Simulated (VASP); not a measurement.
# C (R-3m) in VASP: Born charges and dielectric tensor with LDA

Aim: the Born charges and dielectric tensor of C with LDA.

Program: VASP 6.6.1. These are calculated values, not measurements. Logs are shortened: lines on timing, memory, paths and dates and some standing lists are left out, and cuts for length are marked.

## 1. The structure

The structure is trigonal, space group R-3m (No. 166). Conventional cell: a = 2.466 Å, b = 2.466 Å, c = 24.848 Å, α = 90.00°, β = 90.00°, γ = 120.00°. C (site symmetry 3m) is surrounded by 3 C at 1.42 Å. C (site symmetry 3m) is surrounded by 3 C at 1.42 Å.

This isn't the form of C at room conditions, which is graphite.

## 2. Born charges and dielectric tensor, LDA

INCAR

```
ALGO     = Normal         # electronic algorithm
EDIFF    = 1E-8           # SCF threshold, eV
ENCUT    = 520            # plane-wave cutoff, eV
GGA      = CA             # functional
IBRION   = 8              # ionic algorithm
ISIF     = 2              # what is computed and relaxed
ISMEAR   = 0              # smearing method
KPAR     = 4            
LASPH    = True           # aspherical terms in the spheres
LCHARG   = False          # write CHGCAR
LEPSILON = True           # dielectric tensor by DFPT
LREAL    = False          # projectors in reciprocal space
LWAVE    = False          # write WAVECAR
NELM     = 60             # most SCF steps
NSW      = 1              # ionic steps
PREC     = Accurate       # precision mode
SIGMA    = 0.02           # smearing width, eV
```

KPOINTS

```
k-points
0
Gamma
  15 15 15
```

POSCAR

```
C
1.0
    1.2331881000      0.7119814800      8.2826151000
   -1.2331881000      0.7119814800      8.2826151000
    0.0000000000     -1.4239629600      8.2826151000
C
4
Direct
    0.9128269200      0.9128269200      0.9128269200
    0.2461499400      0.2461499400      0.2461499400
    0.7538500600      0.7538500600      0.7538500600
    0.0871730800      0.0871730800      0.0871730800
```

Potentials or basis: VASP PAW LDA potentials, release 64 (C).

Launch:

```console
$ cat potpaw_LDA.64/C/POTCAR > POTCAR
$ mpirun -np 4 vasp_std > vasp.out
```

OUTCAR:

```text
EDIFF = 1E-8
   ENCUT = 520
   GGA = CA
   IBRION = 8
   ISIF = 2
   ISMEAR = 0
   LASPH = True
   LEPSILON = True
   LREAL = False
   NELM = 60
   NSW = 1
   PREC = Accurate

 ion  position               nearest neighbor table
   1  0.913  0.913  0.913-   2 1.42   2 1.42   2 1.42
   2  0.246  0.246  0.246-   1 1.42   1 1.42   1 1.42
   3  0.754  0.754  0.754-   4 1.42   4 1.42   4 1.42
   4  0.087  0.087  0.087-   3 1.42   3 1.42   3 1.42

  LATTYP: Found a trigonal (rhomboedric) cell.
 ALAT       =     8.4041289503
 COS(alpha) =     0.9569371043

  Lattice vectors:

 A1 = (   1.2331881000,   0.7119814800,   8.2826151000)
 A2 = (  -1.2331881000,   0.7119814800,   8.2826151000)
 A3 = (   0.0000000000,  -1.4239629600,   8.2826151000)

Analysis of symmetry for initial positions (statically):
=====================================================================
 Subroutine PRICEL returns:
 Original cell was already a primitive cell.

 Routine SETGRP: Setting up the symmetry group for a
 trigonal (rhombohedral) supercell.

 Subroutine GETGRP returns: Found 12 space group operations
 (whereof 12 operations were pure point group operations)
 out of a pool of 12 trial point group operations.

The static configuration has the point symmetry D_3d.

Analysis of symmetry for dynamics (positions and initial velocities):
=====================================================================
 Subroutine PRICEL returns:
 Original cell was already a primitive cell.

 Routine SETGRP: Setting up the symmetry group for a
 trigonal (rhombohedral) supercell.

 Subroutine GETGRP returns: Found 12 space group operations
 (whereof 12 operations were pure point group operations)
 out of a pool of 12 trial point group operations.

The dynamic configuration has the point symmetry D_3d.

 Subroutine INISYM returns: Found 12 space group operations
 (whereof 12 operations are pure point group operations),
 and found     1 'primitive' translations

[... 636 lines left out ...]
    1    -0.03111     0.00000     0.00000
    2     0.00000    -0.03111     0.00000
    3     0.00000     0.00000     0.00189
 ion    2
    1     0.03111     0.00000     0.00000
    2     0.00000     0.03111     0.00000
    3     0.00000     0.00000    -0.00189
 ion    3
    1     0.03111     0.00000     0.00000
    2     0.00000     0.03111     0.00000
    3     0.00000     0.00000    -0.00189
 ion    4
    1    -0.03111     0.00000     0.00000
    2     0.00000    -0.03111     0.00000
    3     0.00000     0.00000     0.00189

 INTERNAL STRAIN TENSOR FOR ION    4 for displacements in x,y,z  (eV/Angst):
          X           Y           Z          XY          YZ          ZX
  --------------------------------------------------------------------------------
  x     0.00000     0.00000     0.00000    12.26157     0.00000     0.01418
  y    12.26157   -12.26157     0.00000     0.00000     0.01427     0.00000
  z    -0.01855    -0.01855     0.10479     0.00000    -0.00000     0.00000

 SECOND DERIVATIVES (NOT SYMMETRIZED)
 ------------------------------------
               1X          1Y          1Z          2X          2Y          2Z          3X          3Y          3Z          4X          4Y          4Z
  1X   -51.128070    0.000000   -0.000000   51.130983    0.000000   -0.000000   -2.985131    0.000000   -0.000000    2.982218    0.000000   -0.000000
  1Y     0.000000  -51.128070    0.000000   -0.000000   51.130982   -0.000000    0.000000   -2.985131   -0.000000    0.000000    2.982218    0.000000
  1Z     0.000000    0.000000  -17.630744    0.000000    0.000000   17.650556    0.000000    0.000000   -0.021913    0.000000    0.000000    0.002101
  2X    51.136949   -0.000000    0.000000  -51.133704   -0.000000    0.000000    2.981987    0.000000   -0.000000   -2.985232    0.000000    0.000000
  2Y     0.000000   51.136949   -0.000000    0.000000  -51.133704   -0.000000    0.000000    2.981987    0.000000    0.000000   -2.985232   -0.000000
  2Z     0.000000    0.000000   17.651117    0.000000    0.000000  -17.635426    0.000000    0.000000    0.006292    0.000000    0.000000   -0.021983
  3X    -2.985232    0.000000    0.000000    2.981987    0.000000   -0.000000  -51.133704   -0.000000    0.000000   51.136949   -0.000000    0.000000
  3Y     0.000000   -2.985232   -0.000000    0.000000    2.981987    0.000000    0.000000  -51.133704   -0.000000    0.000000   51.136949   -0.000000
  3Z     0.000000    0.000000   -0.021983    0.000000    0.000000    0.006292    0.000000    0.000000  -17.635426    0.000000    0.000000   17.651117
  4X     2.982218    0.000000   -0.000000   -2.985131    0.000000   -0.000000   51.130983    0.000000   -0.000000  -51.128070    0.000000   -0.000000
  4Y     0.000000    2.982218    0.000000    0.000000   -2.985131   -0.000000   -0.000000   51.130982   -0.000000    0.000000  -51.128070    0.000000
  4Z     0.000000    0.000000    0.002101    0.000000    0.000000   -0.021913    0.000000    0.000000   17.650556    0.000000    0.000000  -17.630744

 Eigenvectors and eigenvalues of the dynamical matrix
 ----------------------------------------------------

   1 f  =   46.928779 THz   294.862217 2PiTHz 1565.375584 cm-1   194.081750 meV
             X         Y         Z           dx          dy          dz
      0.000000  0.000000 22.681782     0.499988    0.000000   -0.000000
      0.000000  0.000000  6.116296    -0.500012   -0.000000    0.000000
      0.000000  0.000000 18.731550     0.500012    0.000000    0.000000
      0.000000  0.000000  2.166063    -0.499988   -0.000000    0.000000
[... 71 lines left out ...]
  12 f/i=    0.849955 THz     5.340426 2PiTHz   28.351454 cm-1     3.515131 meV
             X         Y         Z           dx          dy          dz
      0.000000  0.000000 22.681782     0.000000    0.000000    0.500063
      0.000000  0.000000  6.116296     0.000000    0.000000    0.499937
      0.000000  0.000000 18.731550    -0.000000   -0.000000   -0.499937
      0.000000  0.000000  2.166063    -0.000000   -0.000000   -0.500063

--------------------------------------------------------------------------------------------------------

 MACROSCOPIC STATIC DIELECTRIC TENSOR IONIC CONTRIBUTION
 ------------------------------------------------------
           0.000167    -0.000000     0.000000
          -0.000000     0.000167     0.000000
           0.000000     0.000000     0.000002
 ------------------------------------------------------

 ELASTIC MODULI CONTR FROM IONIC RELAXATION (kBar)
 Direction    XX          YY          ZZ          XY          YZ          ZX
 --------------------------------------------------------------------------------
 XX        -204.1112    204.1112      0.0001     -0.0000     -0.5089      0.0000
 YY         204.1112   -204.1112      0.0001      0.0000      0.5089     -0.0000
 ZZ           0.0001      0.0001     -0.0008     -0.0000      0.0000     -0.0000
 XY          -0.0000      0.0000     -0.0000   -204.1112     -0.0000     -0.5132
 YZ          -0.5089      0.5089      0.0000     -0.0000     -0.0013     -0.0000
 ZX           0.0000     -0.0000     -0.0000     -0.5132     -0.0000     -0.0013
 --------------------------------------------------------------------------------

 PIEZOELECTRIC TENSOR IONIC CONTR  for field in x, y, z        (C/m^2)
          XX          YY          ZZ          XY          YZ          ZX
  --------------------------------------------------------------------------------
  x     0.00000    -0.00000     0.00000    -0.00000    -0.00000    -0.00000
  y    -0.00000    -0.00000    -0.00000     0.00000    -0.00000    -0.00000
  z    -0.00000     0.00000    -0.00000    -0.00000    -0.00000    -0.00000
```

OSZICAR:

```text
N       E                     dE             d eps       ncg     rms          rms(c)
DAV:   1     0.572803051152E+02    0.57280E+02   -0.80283E+03  8272   0.120E+03
DAV:   2    -0.380736167834E+02   -0.95354E+02   -0.86133E+02 11940   0.233E+02
DAV:   3    -0.430980038669E+02   -0.50244E+01   -0.49753E+01 10300   0.555E+01
DAV:   4    -0.431788584972E+02   -0.80855E-01   -0.80732E-01 10548   0.832E+00
[... 13 lines left out ...]
RMM:   9    -0.139751517316E+00    0.30866E-06   -0.41850E-09 14917   0.236E-04    0.318E-05
RMM:  10    -0.139751925510E+00   -0.40819E-06   -0.33617E-09 15551   0.150E-04    0.793E-06
RMM:  11    -0.139751909386E+00    0.16124E-07   -0.11507E-09 15967   0.108E-04    0.273E-06
RMM:  12    -0.139751912059E+00   -0.26726E-08    0.20924E-09 16077   0.102E-04    0.820E-07
 Linear response finished
```

Wall time 1.7 h (4 MPI ranks of Intel Xeon 6975P-C (Granite Rapids), shared host); peak memory 2 GiB.

What came out:

| Item | Value |
| --- | --- |
| Band gap on the k mesh | 0.19 eV, direct |
| Electronic dielectric tensor (diagonal) | 24.76, 24.76, 4.90 |
| Born charges (mean of the diagonal) | C -0.02, +0.02 e |
| Highest phonon frequency at Γ | 1565 cm⁻¹ |
| Most unstable mode | 28i cm⁻¹ |

Phonon frequencies in cm⁻¹ (negative: imaginary):
```
              q point                                    frequencies
(0.000, 0.000, 0.000)  -28 -12 -12 0 0 0 893 894 1477 1477 1565 1565
```

Electronic dielectric tensor:
```
24.76  0.00  0.00
 0.00 24.76  0.00
 0.00  0.00  4.90
```

Born effective charge tensors (e):
atom 1, C
```
-0.03  0.00  0.00
 0.00 -0.03  0.00
 0.00  0.00  0.00
```
atom 2, C
```
0.03 0.00 0.00
0.00 0.03 0.00
0.00 0.00 0.00
```
atom 3, C
```
0.03 0.00 0.00
0.00 0.03 0.00
0.00 0.00 0.00
```
atom 4, C
```
-0.03  0.00  0.00
 0.00 -0.03  0.00
 0.00  0.00  0.00
```

Caveat: the gap is small at this level, which inflates the dielectric constant; some modes are imaginary; an odd mesh through Γ misses points on the zone boundary, where band edges often lie.
